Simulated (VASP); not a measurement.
Set up this calculation in VASP 6.6.1, as the native input.

* Task: relaxation of cell and atoms
* Functional: RPBE
* Dispersion: D3
* Potentials or basis: VASP PAW PBE potentials, release 64 (In_d, Pd)
* Cutoff: 600 eV
* k mesh: 8 × 8 × 8
* Occupations: fermi-dirac, width 0.05 eV
* Spin: no spin polarisation
* Further INCAR settings: ALGO = Fast; EDIFF = 1e-06; IBRION = 2; EDIFFG = -0.01; NSW = 40; ISIF = 3

The structure of InPd lies in POSCAR:

```
InPd
1.0
    3.2718847800      0.0000000000      0.0000000000
    0.0000000000      3.2718847800      0.0000000000
    0.0000000000      0.0000000000      3.2718847800
In Pd
1 1
Direct
    0.0000000000      0.0000000000      0.0000000000
    0.5000000000      0.5000000000      0.5000000000
```

The cell comes from a database or a generator and needn't be the stable form of this composition.

These files were run (other wordings do the same):

INCAR

```
SYSTEM = InPd
ALGO     = Fast           ! electronic algorithm
EDIFF    = 1E-6           ! SCF threshold, eV
EDIFFG   = -0.01          ! ionic threshold
ENCUT    = 600            ! plane-wave cutoff, eV
GGA      = RP             ! functional
IBRION   = 2              ! ionic algorithm
ISIF     = 3              ! what is computed and relaxed
ISMEAR   = -1             ! smearing method
IVDW     = 11             ! dispersion correction
LASPH    = .TRUE.         ! aspherical terms in the spheres
LCHARG   = .FALSE.        ! write CHGCAR
LREAL    = .FALSE.        ! projectors in reciprocal space
LWAVE    = .FALSE.        ! write WAVECAR
NELM     = 100            ! most SCF steps
NSW      = 40             ! ionic steps
PREC     = Accurate       ! precision mode
SIGMA    = 0.05           ! smearing width, eV
```

KPOINTS

```
k-points
0
G
  8 8 8
  0 0 0
```

Potentials or basis: VASP PAW PBE potentials, release 64 (In_d, Pd).

The run is started by

```console
$ cat potpaw_PBE.64/In_d/POTCAR potpaw_PBE.64/Pd/POTCAR > POTCAR
$ mpirun -np 1 vasp_std > vasp.out
```

It gave:

```json
{
  "Relaxed volume": "18.06 Å³/atom",
  "Relaxed cell": "a = 3.305 Å, b = 3.305 Å, c = 3.305 Å, α = 90.00°, β = 90.00°, γ = 90.00°",
  "Space group after relaxing (to 0.05 Å)": "Pm-3m (No. 221)",
  "Energy gained by relaxing": "5.6 meV/atom",
  "Ionic steps": "3",
  "Pressure after relaxing": "0.0 GPa",
  "Band gap on the k mesh": "none (metal or under the smearing width)",
  "Dispersion energy per atom": "-0.601 eV"
}
```

Caveat: the PAW data sets were made with another functional, which shifts forces and pressure a little; pairwise dispersion overbinds metals, which lowers pressure and volume.

Run time: 62 s on 1 thread of AMD EPYC 7R13 Processor (Zen 3), with other jobs on the host, peak memory 0.15 GiB.
